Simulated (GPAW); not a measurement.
MoSe2:

```xyz
6
Lattice="3.2880 0.0000 0.0000 -1.6440 2.8475 0.0000 0.0000 0.0000 12.9000" Properties=species:S:1:pos:R:3 pbc="T T T"
Mo    1.6440    0.9492    9.6750
Mo    0.0000    1.8983    3.2250
Se    1.6440    0.9492    4.8375
Se    0.0000    1.8983   11.2875
Se    1.6440    0.9492    1.6125
Se    0.0000    1.8983    8.0625
```

Program: GPAW 26.7.0. Alike in all runs: task band structure; cell as given; k mesh 6 × 6 × 2; cutoff (eV) 600; smearing fermi-dirac 0.05 eV.

Order these runs on this cell by their pressure, lowest first.
A. level BLYP; potentials or basis PAW data sets generated in the run's folder for this functional, pw; spin SOC, no magnetisation; band points 80; spin axis theta (degrees) 0; spin axis phi (degrees) 0; eigensolver davidson
B. level LDA; potentials or basis PAW data sets generated in the run's folder for this functional, pw; spin off; band points 60
C. level mBEEF; potentials or basis GPAW PAW data sets (gpaw-data 1.2.1), pw; spin SOC, no magnetisation; band points 60; spin axis theta (degrees) 0; spin axis phi (degrees) 0

B (0.3 GPa), C (4.3 GPa), A (14.4 GPa).

Caveats: spin-orbit coupling was added after a scalar SCF, so levels and gaps hold it while energy, forces, pressure and moments don't (some runs); the PAW data sets were made with another functional, which shifts forces and pressure a little (some runs); this functional lacks dispersion, which binds the layers, so the pressure and a relaxed spacing across them are unreliable (some runs).

Runs at the PBE level aren't shown here.
